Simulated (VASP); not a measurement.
Crystal: MoS2.

```
Mo S
1.0
     3.22746    0.00000    0.00000
    -1.61373    2.79507    0.00000
     0.00000    0.00000    6.31247
Mo S
1 2
Direct
  0.00000 0.00000 0.50000
  0.66667 0.33333 0.74468
  0.33333 0.66667 0.25532
```

Measurements of this composition are mostly on another form, of space group No. 194.

```yaml
Program: VASP 6.6.1
Task: relaxation of cell and atoms
Functional: LDA
Potentials_or_basis: VASP PAW LDA potentials, release 64 (Mo_sv, S)
Cutoff: 600 eV
k_mesh: 8 × 8 × 4
Occupations: fermi-dirac, width 0.05 eV
Spin: no spin polarisation
```

At the start: pressure -5.8 GPa; volume 18.98 Å³/atom.

Problem. How do energy, volume and symmetry change on relaxing?

Solution. Over 27 steps the energy falls by 41.3 meV/atom and the volume is 16.36 Å³/atom (-13.8 %); space group P-3m1 (No. 164, to 0.05 Å).

The path:
| step | energy change (eV) | largest force (eV/Å) | pressure (GPa) | volume (Å³) |
| --- | --- | --- | --- | --- |
| 1 | 0.0000 | 0.1456 | -5.80 | 56.94 |
| 2 | 0.0524 | 1.6717 | 10.51 | 51.47 |
| 3 | -0.0470 | 0.5358 | 0.03 | 54.62 |
| 4 | -0.0739 | 0.2890 | -0.22 | 53.82 |
| 5 | -0.0817 | 0.0972 | -0.48 | 53.14 |
| 6 | -0.0818 | 0.0725 | -0.50 | 53.05 |
| 7 | -0.0850 | 0.1761 | 0.54 | 52.47 |
| 8 | -0.0858 | 0.2451 | 1.23 | 52.09 |
| 9 | -0.0870 | 0.2350 | 1.17 | 52.02 |
| 10 | -0.0906 | 0.2034 | 1.02 | 51.81 |
| 11 | -0.0969 | 0.1407 | 0.76 | 51.40 |
| 12 | -0.1066 | 0.0163 | 0.38 | 50.57 |
| 13 | -0.1120 | 0.2372 | 0.07 | 48.89 |
| 14 | -0.1126 | 0.1376 | 0.18 | 49.47 |
| 15 | -0.1179 | 0.0914 | 0.34 | 49.26 |
| 16 | -0.1228 | 0.0049 | 0.62 | 48.91 |
| 17 | -0.1231 | 0.0314 | 0.75 | 48.76 |
| 18 | -0.1225 | 0.1264 | -1.02 | 49.17 |
| 19 | -0.1236 | 0.0306 | 0.06 | 48.92 |
| 20 | -0.1237 | 0.0182 | 0.08 | 48.95 |
| 21 | -0.1237 | 0.0102 | 0.12 | 49.02 |
| 22 | -0.1237 | 0.0065 | -0.08 | 49.11 |
| 23 | -0.1237 | 0.0024 | -0.03 | 49.06 |
| 24 | -0.1238 | 0.0060 | -0.06 | 49.07 |
| 25 | -0.1238 | 0.0213 | -0.15 | 49.11 |
| 26 | -0.1238 | 0.0175 | -0.09 | 49.10 |
| 27 | -0.1238 | 0.0060 | 0.06 | 49.07 |

Final structure:
```
Mo S
1.0
     3.15113    0.00000    0.00000
    -1.57557    2.72896    0.00000
     0.00000    0.00000    5.70610
Mo S
1 2
Direct
  0.00000 0.00000 0.50000
  0.66667 0.33333 0.77355
  0.33333 0.66667 0.22645
```
